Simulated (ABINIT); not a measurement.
# ZnO (zincite) (P6_3mc) in ABINIT: notebook

The runs below take ZnO (zincite) through single point, with PBEsol, LDA, PBE.

Program: ABINIT 10.8.3 (patched build). These are calculated values, not measurements. Logs are shortened: lines on timing, memory, paths and dates and some standing lists are left out, and cuts for length are marked. The log counts tension as positive stress, the text compression.

**Measured values to compare with.**

“Electronic structure of alkaline earth and post-transition metal oxides”, 2009, arxiv:0908.1581 quotes, for a bulk crystal of ZnO: band gap 3.37 eV.

The results are compared with them further down.

## Step 1: The structure

The structure is hexagonal, space group P6_3mc (No. 186). Conventional cell: a = 3.249 Å, b = 3.249 Å, c = 5.206 Å, α = 90.00°, β = 90.00°, γ = 120.00°. Around Zn (site symmetry 3m) lie 4 O at 1.97 to 1.98 Å. O (site symmetry 3m) is surrounded by 4 Zn at 1.97 to 1.98 Å.

## Step 2: Single point, PBEsol

run.abi

```
# Pseudopotentials
pp_dirpath "./"
pseudos "Zn.upf, O.upf"

# Structure
acell 6.1403022146 6.1403022145 9.8373642945
rprim
     1.0000000000     0.0000000000     0.0000000000
    -0.5000000000     0.8660254038     0.0000000000
     0.0000000000     0.0000000000     1.0000000000
ntypat 2
znucl 30 8
natom 4
typat 1 1 2 2
xred
     0.6666666667     0.3333333333     0.0000000000
     0.3333333333     0.6666666667     0.5000000000
     0.3333333333     0.6666666667     0.8790100000
     0.6666666667     0.3333333333     0.3790100000

# Plane-wave basis
ecut 38.0

# k points
kptopt 1
ngkpt 7 7 4
nshiftk 1
shiftk 0.0 0.0 0.0

# Exchange and correlation
ixc -116133

# Bands and occupations
nband 32
occopt 3
tsmear 0.00183747

# SCF cycle
nstep 100
tolvrs 1.0e-10

# Output
iomode 3
prtwf 0
prteig 0
prtebands 0
enunit 2
prtden 1
prtvha 1
prtvclmb 1
prtpot 1
prtelf 1
```

Potentials or basis: PseudoDojo NC SR PBEsol v0.4.1 standard.

Command:

```sh
> abinit run.abi > log 2>&1
```

run.abo:

```text
.Version 10.8.3 of ABINIT
 Symmetries : space group P6_3 m c (#186); Bravais hP (primitive hexag.)
================================================================================
 Values of the parameters that define the memory need of the present run
     intxc =       0    ionmov =       0      iscf =       7    lmnmax =       6
     lnmax =       6     mgfft =      60  mpssoang =       3    mqgrid =    3001
     natom =       4  nloc_mem =       1    nspden =       1   nspinor =       1
    nsppol =       1      nsym =      12    n1xccc =    2501    ntypat =       2
    occopt =       3   xclevel =       2
       mpw =        3626          nfft =       77760          nkpt =          24
================================================================================
================================================================================

--------------------------------------------------------------------------------
------------- Echo of variables that govern the present computation ------------
--------------------------------------------------------------------------------
 -outvars: echo values of preprocessed input variables --------
            acell      6.1403022146E+00  6.1403022145E+00  9.8373642945E+00 Bohr
              amu      6.53900000E+01  1.59994000E+01
             ecut      3.80000000E+01 Hartree
           enunit           2
              ixc     -116133
         kptrlatt        7    0    0      0    7    0      0    0    4
          kptrlen      3.93494572E+01
            natom           4
            nband          32
            ngfft          36      36      60
             nkpt          24
            nstep         100
             nsym          12
           ntypat           2
           occopt           3
        prtebands           0
           prteig           0
           prtelf           1
           prtpot           1
         prtvclmb           1
           prtvha           1
            prtwf           0
            rprim      1.0000000000E+00  0.0000000000E+00  0.0000000000E+00
                      -5.0000000000E-01  8.6602540380E-01  0.0000000000E+00
                       0.0000000000E+00  0.0000000000E+00  1.0000000000E+00
          spgroup         186
           tolvrs      1.00000000E-10
           tsmear      1.83747000E-03 Hartree
            typat      1  1  2  2
           xangst      1.6246539989E+00  9.3799442361E-01 -5.7794979874E-16
                       1.7639212611E-11  1.8759888472E+00  2.6028544982E+00
                       1.7639212611E-11  1.8759888472E+00  4.5758702650E+00
                       1.6246539989E+00  9.3799442361E-01  1.9730157668E+00
            xcart      3.0701511073E+00  1.7725525683E+00 -1.0921668341E-15
                       3.3333280911E-11  3.5451051365E+00  4.9186821472E+00
                       3.3333280911E-11  3.5451051365E+00  8.6471415885E+00
                       3.0701511073E+00  1.7725525683E+00  3.7284594413E+00
             xred      6.6666666667E-01  3.3333333333E-01 -1.1102230246E-16
                       3.3333333333E-01  6.6666666667E-01  5.0000000000E-01
                       3.3333333333E-01  6.6666666667E-01  8.7901000000E-01
                       6.6666666667E-01  3.3333333333E-01  3.7901000000E-01
            znucl       30.00000    8.00000

================================================================================

 chkinp: Checking input parameters for consistency.

================================================================================
== DATASET  1 ==================================================================

--- !DatasetInfo
iteration_state: {dtset: 1, }
dimensions: {natom: 4, nkpt: 24, mband: 32, nsppol: 1, nspinor: 1, nspden: 1, mpw: 3626, }
cutoff_energies: {ecut:  38.0, pawecutdg:  -1.0, }
electrons: {nelect:   5.20000000E+01, charge:   0.00000000E+00, occopt:   3.00000000E+00, tsmear:   1.83747000E-03, }
meta: {optdriver: 0, ionmov: 0, optcell: 0, iscf: 7, paral_kgb: 0, }
...

 Real(R)+Recip(G) space primitive vectors, cartesian coordinates (Bohr,Bohr^-1):
 R(1)=  6.1403022  0.0000000  0.0000000  G(1)=  0.1628584  0.0940264  0.0000000
 R(2)= -3.0701511  5.3176577  0.0000000  G(2)=  0.0000000  0.1880527  0.0000000
 R(3)=  0.0000000  0.0000000  9.8373643  G(3)=  0.0000000  0.0000000  0.1016532
 Unit cell volume ucvol=  3.2120987E+02 bohr^3
 Angles (23,13,12)=  9.00000000E+01  9.00000000E+01  1.20000000E+02 degrees

[... 78 lines left out ...]
xred      :
- [  6.6667E-01,   3.3333E-01,  -1.1102E-16, Zn]
- [  3.3333E-01,   6.6667E-01,   5.0000E-01, Zn]
- [  3.3333E-01,   6.6667E-01,   8.7901E-01,  O]
- [  6.6667E-01,   3.3333E-01,   3.7901E-01,  O]
cartesian_forces: # hartree/bohr
- [  1.75407993E-28,  -5.06359261E-28,  -1.20431230E-03, ]
- [  1.75407993E-28,  -5.06359261E-28,  -1.20431230E-03, ]
- [  1.75407993E-28,   3.03815556E-28,   1.20431230E-03, ]
- [ -5.26223980E-28,   7.08902965E-28,   1.20431230E-03, ]
force_length_stats: {min:   1.20431230E-03, max:   1.20431230E-03, mean:   1.20431230E-03, }
...

 Integrated electronic density in atomic spheres:
 ------------------------------------------------
 Atom  Sphere_radius  Integrated_density
    1        2.00000         18.17104797
    2        2.00000         18.17104797
    3        2.00000          6.22902390
    4        2.00000          6.22902390
================================================================================

 ----iterations are completed or convergence reached----

 Mean square residual over all n,k,spin=   11.278E-09; max=  51.865E-07
 reduced coordinates (array xred) for    4 atoms
       0.666666666667      0.333333333333     -0.000000000000
       0.333333333333      0.666666666667      0.500000000000
       0.333333333333      0.666666666667      0.879010000000
       0.666666666667      0.333333333333      0.379010000000
 rms dE/dt=  6.8401E-03; max dE/dt=  1.1775E-02; dE/dt below (all hartree)
    1       0.000000000000      0.000000000000      0.011774681044
    2       0.000000000000      0.000000000000      0.011774681044
    3       0.000000000000     -0.000000000000     -0.011919836587
    4       0.000000000000     -0.000000000000     -0.011919836587

 cartesian coordinates (angstrom) at end:
    1      1.62465399891841     0.93799442361203    -0.00000000000000
    2      0.00000000001764     1.87598884722406     2.60285449823433
    3      0.00000000001764     1.87598884722406     4.57587026498591
    4      1.62465399891841     0.93799442361203     1.97301576675158

 cartesian forces (hartree/bohr) at end:
    1      0.00000000000000    -0.00000000000000    -0.00120431229962
    2      0.00000000000000    -0.00000000000000    -0.00120431229962
    3      0.00000000000000     0.00000000000000     0.00120431229962
    4     -0.00000000000000     0.00000000000000     0.00120431229962
 frms,max,avg= 6.9531003E-04 1.2043123E-03   0.000E+00  0.000E+00  7.378E-06 h/b

 cartesian forces (eV/Angstrom) at end:
    1      0.00000000000000    -0.00000000000000    -0.06192822837553
    2      0.00000000000000    -0.00000000000000    -0.06192822837553
    3      0.00000000000000     0.00000000000000     0.06192822837553
    4     -0.00000000000000     0.00000000000000     0.06192822837553
 frms,max,avg= 3.5754279E-02 6.1928228E-02   0.000E+00  0.000E+00  3.794E-04 e/A
 length scales=  6.140302214600  6.140302214500  9.837364294500 bohr
              =  3.249307997819  3.249307997766  5.205708996469 angstroms
 Fermi (or HOMO) energy (hartree) =   0.16124   Average Vxc (hartree)=  -0.42307
 Eigenvalues (hartree) for nkpt=  24  k points:
 kpt#   1, nband= 32, wtk=  0.00510, kpt=  0.0000  0.0000  0.0000 (reduced coord)
  -4.37842   -4.37841   -2.70057   -2.70045   -2.70045   -2.70045   -2.70042   -2.70042
  -0.51315   -0.48546   -0.06406   -0.06406   -0.06260   -0.06111   -0.05690   -0.05690
  -0.02160   -0.02160   -0.01367   -0.01367   -0.00349    0.11640    0.11640    0.14360
   0.14619    0.14619    0.17418    0.33656    0.44667    0.61663    0.61663    0.66275
      occupation numbers for kpt#   1
   2.00000    2.00000    2.00000    2.00000    2.00000    2.00000    2.00000    2.00000
   2.00000    2.00000    2.00000    2.00000    2.00000    2.00000    2.00000    2.00000
   2.00000    2.00000    2.00000    2.00000    2.00000    2.00000    2.00000    1.99986
   1.99945    1.99945    0.00175    0.00000    0.00000    0.00000    0.00000    0.00000
 prteigrs : prtvol=0 or 1, do not print more k-points.

 Fermi (or HOMO) energy (eV) =   4.38761   Average Vxc (eV)= -11.51237
 Eigenvalues (   eV  ) for nkpt=  24  k points:
 kpt#   1, nband= 32, wtk=  0.00510, kpt=  0.0000  0.0000  0.0000 (reduced coord)
-119.14289 -119.14271  -73.48627  -73.48302  -73.48293  -73.48293  -73.48229  -73.48229
 -13.96355  -13.21017   -1.74310   -1.74310   -1.70357   -1.66276   -1.54840   -1.54840
  -0.58773   -0.58773   -0.37196   -0.37196   -0.09509    3.16730    3.16730    3.90766
   3.97813    3.97813    4.73973    9.15815   12.15460   16.77937   16.77937   18.03427
 prteigrs : prtvol=0 or 1, do not print more k-points.

--- !EnergyTerms
iteration_state     : {dtset: 1, }
comment             : Components of total free energy in Hartree
kinetic             :  2.07248612151528E+02
hartree             :  1.62875327426226E+02
xc                  : -5.28179770454049E+01
Ewald energy        : -2.53713067355265E+02
psp_core            :  1.06206694279955E+01
local_psp           : -4.23564542351965E+02
non_local_psp       : -1.01505625802269E+02
internal            : -4.50856603549155E+02
'-kT*entropy'       : -2.97705067143471E-07
total_energy        : -4.50856603846860E+02
total_energy_eV     : -1.22684331888281E+04
band_energy         : -5.18062338550942E+01
...

 Cartesian components of stress tensor (hartree/bohr^3)
  sigma(1 1)=  1.19130054E-04  sigma(3 2)=  0.00000000E+00
  sigma(2 2)=  1.19130054E-04  sigma(3 1)=  0.00000000E+00
  sigma(3 3)=  6.44664841E-05  sigma(2 1)= -3.12019122E-13

-Cartesian components of stress tensor (GPa)         [Pressure= -2.9688E+00 GPa]
- sigma(1 1)=  3.50492720E+00  sigma(3 2)=  0.00000000E+00
- sigma(2 2)=  3.50492719E+00  sigma(3 1)=  0.00000000E+00
- sigma(3 3)=  1.89666945E+00  sigma(2 1)= -9.17991952E-09

== END DATASET(S) ==============================================================
================================================================================

 -outvars: echo values of variables after computation  --------
            acell      6.1403022146E+00  6.1403022145E+00  9.8373642945E+00 Bohr
           etotal     -4.5085660385E+02
            fcart      1.7540799323E-28 -5.0635926053E-28 -1.2043122996E-03
                       1.7540799323E-28 -5.0635926053E-28 -1.2043122996E-03
                       1.7540799323E-28  3.0381555632E-28  1.2043122996E-03
                      -5.2622397968E-28  7.0890296475E-28  1.2043122996E-03
            rprim      1.0000000000E+00  0.0000000000E+00  0.0000000000E+00
                      -5.0000000000E-01  8.6602540380E-01  0.0000000000E+00
                       0.0000000000E+00  0.0000000000E+00  1.0000000000E+00
           strten      1.1913005398E-04  1.1913005387E-04  6.4466484136E-05
                       0.0000000000E+00  0.0000000000E+00 -3.1201912250E-13
           xangst      1.6246539989E+00  9.3799442361E-01 -5.7794979874E-16
                       1.7639212611E-11  1.8759888472E+00  2.6028544982E+00
                       1.7639212611E-11  1.8759888472E+00  4.5758702650E+00
                       1.6246539989E+00  9.3799442361E-01  1.9730157668E+00
             xred      6.6666666667E-01  3.3333333333E-01 -1.1102230246E-16
                       3.3333333333E-01  6.6666666667E-01  5.0000000000E-01
                       3.3333333333E-01  6.6666666667E-01  8.7901000000E-01
                       6.6666666667E-01  3.3333333333E-01  3.7901000000E-01
 Calculation completed.
```

Run time: 2.2 min. Hardware: 1 thread of Arm Neoverse V1, shared host; peak memory 0.11 GiB.

Results:

- Free energy: -12268.4332 eV
- Pressure: -3.0 GPa
- Largest force: 0.062 eV/Å
- Band gap on the k mesh: 0.76 eV, direct
- Valence electrons inside the program's atomic spheres: Zn 18.17; O 6.23

Forces on the atoms (eV/Å):
```
Zn   0.000  0.000 -0.062
Zn   0.000  0.000 -0.062
O    0.000  0.000  0.062
O    0.000  0.000  0.062
```

## Step 3: Single point, LDA

run.abi

```
# Pseudopotentials
pp_dirpath "./"
pseudos "Zn.upf, O.upf"

# Structure
acell 3*1.0
rprim
     6.1403022146     0.0000000000     0.0000000000
    -3.0701511073     5.3176577047     0.0000000000
     0.0000000000     0.0000000000     9.8373642945
ntypat 2
znucl 30 8
natom 4
typat 1 1 2 2
xcart
     3.0701511076     1.7725525680     0.0000000000
    -0.0000000003     3.5451051366     4.9186821472
    -0.0000000003     3.5451051366     8.6471415885
     3.0701511076     1.7725525680     3.7284594413

# Plane-wave basis
ecut 36.0

# k points
kptopt 1
ngkpt 7 7 4
nshiftk 1
shiftk 0.0 0.0 0.0

# Exchange and correlation
ixc 7

# Bands and occupations
nband 32
occopt 3
tsmear 0.05 eV

# SCF cycle
nstep 100
tolvrs 1.0e-10

# Output
iomode 3
prtwf 0
prtden 0
prteig 0
prtebands 0
enunit 2
prtvol 2
```

Potentials or basis: PseudoDojo NC SR LDA v0.4.1 standard.

Command:

```sh
> abinit run.abi > log 2>&1
```

run.abo:

```text
.Version 10.8.3 of ABINIT
 Symmetries : space group P6_3 m c (#186); Bravais hP (primitive hexag.)
================================================================================
 Values of the parameters that define the memory need of the present run
     intxc =       0    ionmov =       0      iscf =       7    lmnmax =       6
     lnmax =       6     mgfft =      54  mpssoang =       3    mqgrid =    3001
     natom =       4  nloc_mem =       1    nspden =       1   nspinor =       1
    nsppol =       1      nsym =      12    n1xccc =    2501    ntypat =       2
    occopt =       3   xclevel =       1
       mpw =        3333          nfft =       69984          nkpt =          24
================================================================================
================================================================================

--------------------------------------------------------------------------------
------------- Echo of variables that govern the present computation ------------
[... 712 lines left out ...]
            acell      1.0000000000E+00  1.0000000000E+00  1.0000000000E+00 Bohr
           etotal     -4.5091494665E+02
            fcart     -1.2278559526E-27 -3.5445148238E-27 -1.0044676549E-03
                      -5.2622397968E-28  4.9623207533E-27 -1.0044676549E-03
                       5.2622397968E-28 -9.1144666897E-28  1.0044676549E-03
                       1.2278559526E-27 -5.0635926054E-28  1.0044676549E-03
            rprim      6.1403022146E+00  0.0000000000E+00  0.0000000000E+00
                      -3.0701511073E+00  5.3176577047E+00  0.0000000000E+00
                       0.0000000000E+00  0.0000000000E+00  9.8373642945E+00
           strten      4.0060324297E-04  4.0060324370E-04  3.4340117348E-04
                       0.0000000000E+00  0.0000000000E+00  0.0000000000E+00
           xangst      1.6246539989E+00  9.3799442357E-01 -2.6458541786E-11
                       1.4957903902E-16  1.8759888472E+00  2.6028544982E+00
                       1.4957903902E-16  1.8759888472E+00  4.5758702650E+00
                       1.6246539989E+00  9.3799442357E-01  1.9730157667E+00
             xred      6.6666666666E-01  3.3333333332E-01 -5.0826010067E-12
                       3.3333333333E-01  6.6666666666E-01  4.9999999999E-01
                       3.3333333333E-01  6.6666666666E-01  8.7901000000E-01
                       6.6666666666E-01  3.3333333332E-01  3.7901000000E-01
 Calculation completed.
```

Run time: 2.3 min. Hardware: 1 thread of Intel Xeon at 2.70GHz, shared host; peak memory 0.1 GiB.

What came out:

```yaml
Free_energy: -12270.0208 eV
Largest_force: 0.052 eV/Å
Band_gap_on_the_k_mesh: 0.79 eV, direct
Valence_electrons_inside_the_program's_atomic_spheres: Zn 18.17; O 6.21
```

Forces in eV/Å, atoms in the order of the input:
```
Zn   0.000  0.000 -0.052
Zn   0.000  0.000 -0.052
O    0.000  0.000  0.052
O    0.000  0.000  0.052
```

Levels at points of the mesh, in eV from the valence-band top:
```csv
k point,band 23,band 24,band 25,band 26,band 27,band 28,band 29,band 30
"(0.00, 0.00, 0.00)",-0.81,-0.07,0.00,0.00,0.79,5.13,8.15,12.71
"(0.00, 0.00, 0.50)",-0.40,-0.40,-0.40,-0.40,3.43,3.43,9.98,9.98
```

Caveat: the cutoff is too short for stress, so the log's stress isn't used.

## Step 4: Single point, PBE

run.abi

```
pp_dirpath "./"
pseudos "Zn.upf, O.upf"

acell 3.249308 3.249308 5.205709 Angstrom
rprim
     1.0000000000     0.0000000000     0.0000000000
    -0.5000000000     0.8660254038     0.0000000000
     0.0000000000     0.0000000000     1.0000000000
ntypat 2
znucl 30 8
natom 4
typat 1 1 2 2
xred
     0.6666666667     0.3333333333     0.0000000000
     0.3333333333     0.6666666667     0.5000000000
     0.3333333333     0.6666666667     0.8790100000
     0.6666666667     0.3333333333     0.3790100000

ecut 42.0

kptopt 1
ngkpt 7 7 4
nshiftk 1
shiftk 0.0 0.0 0.0

ixc 11

nband 32
occopt 3
tsmear 0.00183747

nstep 100
tolvrs 1.0e-10

iomode 3
prtwf 0
prteig 0
prtebands 0
enunit 1
prtvol 2
prtden 1
prtvha 1
prtvclmb 1
prtpot 1
prtelf 1
```

Potentials or basis: PseudoDojo NC SR PBE v0.5 stringent.

Command:

```sh
> abinit run.abi > log 2>&1
```

It took 2 min on 1 thread of Arm Neoverse V2, shared host; peak memory 0.12 GiB.

It converged, with:

- Free energy: -12280.4335 eV
- Pressure: 4.3 GPa
- Largest force: 0.071 eV/Å
- Band gap on the k mesh: 0.87 eV, direct
- Valence electrons inside the program's atomic spheres: Zn 18.17; O 6.25

Forces on the atoms (eV/Å):
```
Zn   0.000  0.000 -0.071
Zn   0.000  0.000 -0.071
O    0.000  0.000  0.071
O    0.000  0.000  0.071
```

Stress tensor (GPa, compression positive):
```
3.79 0.00 0.00
0.00 3.79 0.00
0.00 0.00 5.44
```

Levels at points of the mesh, in eV from the valence-band top:
```
           k point  band 23  band 24  band 25  band 26  band 27  band 28  band 29  band 30
(0.00, 0.00, 0.00)    -0.80    -0.07     0.00     0.00     0.87     5.29     8.30    12.93
(0.00, 0.00, 0.50)    -0.40    -0.40    -0.40    -0.40     3.52     3.52    10.18    10.18
```

(Part 1 of 2 ends here.)
